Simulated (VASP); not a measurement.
Wanted: the native input for a VASP 6.6.1 run.

- Task: dielectric tensor
- Functional: PBE
- Potentials or basis: VASP PAW PBE potentials, release 64 (As, B)
- Cutoff: 800 eV
- k mesh: 14 × 14 × 14
- Occupations: gaussian, width 0.01 eV
- Spin: no spin polarisation
- Further INCAR settings: ALGO = Normal; EDIFF = 1e-08

The structure of BAs lies in POSCAR:

```
BAs
1.0
    0.0000000000      2.3885000000      2.3885000000
    2.3885000000      0.0000000000      2.3885000000
    2.3885000000      2.3885000000      0.0000000000
As B
1 1
Direct
    0.7500000000      0.7500000000      0.7500000000
    0.0000000000      0.0000000000      0.0000000000
```

The input as run:

INCAR

```
SYSTEM = BAs
ALGO = Normal ; EDIFF = 1E-8
ENCUT = 800 ; GGA = PE
ISIF = 2 ; ISMEAR = 0
LASPH = .True. ; LCHARG = .False.
LEPSILON = .True. ; LREAL = .False.
LWAVE = .False. ; NELM = 100
PREC = Accurate ; SIGMA = 0.01
```

KPOINTS

```
k-points
0
Gamma
  14 14 14
  0 0 0
```

Potentials or basis: VASP PAW PBE potentials, release 64 (As, B).

Launch:

```bash
$ cat potpaw_PBE.64/As/POTCAR potpaw_PBE.64/B/POTCAR > POTCAR
$ mpirun -np 1 vasp_std > vasp.out
```

It gave:

```yaml
Band_gap_on_the_k_mesh: 1.20 eV, indirect (least direct gap 3.28 eV)
Electronic_dielectric_tensor_diagonal: 9.76
Born_charges_mean_of_the_diagonal: As +0.53; B -0.53 e
```

Run time: 3.5 min on 1 thread of Intel(R) Xeon(R) 6975P-C (Granite Rapids), on a shared host, peak memory 0.56 GiB.
